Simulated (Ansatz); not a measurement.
Runs of Ansatz 0.2.0 on Os. Symmetry: P6_3/mmc, No. 194, hexagonal system. Conventional cell: a = 2.734 Å, b = 2.734 Å, c = 4.320 Å, α = 90.00°, β = 90.00°, γ = 120.00°. Around Os (site symmetry -6m2) lie 12 Os at 2.68 to 2.73 Å. 

```tsv
task	level	cell	k mesh	cutoff (eV)	smearing	basis error allowed	mesh quality	gap on the mesh (eV)	pressure (GPa)	relaxed volume (Å³/atom)
relaxation of cell and atoms	revPBE+D3(BJ)	relaxed	11 × 11 × 6	-	fermi-dirac 0.05 eV	0.001 eV/atom	not flagged	-	0.0	13.90
relaxation of cell and atoms	RPBE+D3(BJ)	relaxed	11 × 11 × 6	-	fermi-dirac 0.05 eV	0.001 eV/atom	not flagged	-	0.0	(a)
single point	PBE	as given	11 × 11 × 6	295	gaussian 0.023 eV	0.001 eV/atom	not flagged	none	8.7	-
single point	PBE	as given	6 × 6 × 3	273	fermi-dirac 0.04 eV	0.002 eV/atom	coarse	none	(b)	-
single point	PBE	as given	11 × 11 × 6	295	gaussian 0.022 eV	0.001 eV/atom	not flagged	none	8.7	-
elastic constants	PBEsol	as given	8 × 8 × 5	319	fermi-dirac 0.05 eV	0.001 eV/atom	coarse	none	-3.3	-
relaxation of cell and atoms	PBE+D4	relaxed	11 × 11 × 6	-	fermi-dirac 0.05 eV	0.001 eV/atom	not flagged	-	0.0	14.03
```

Alike in all rows: potentials or basis all-electron LAPW, scalar-relativistic; no spin polarisation.

**Question.** Fill in the values left out.

**Answer.** (a) 12.98; (b) 9.5.

Caveats: some runs use coarse meshes; the k mesh is thin for a metal, which can move the energy by tens of meV per atom (some runs); a metal's response needs a denser mesh (some runs); the cell is more than 3 GPa from zero pressure, which shifts response properties (some runs); elastic constants of metals need much finer meshes, so these are rough (some runs).

A k mesh can miss the band edges, and the runs leave out spin-orbit coupling on Os.

A gap of «none» marks a metal or a gap under the smearing width.

The runs don't all hold the same shells in valence.
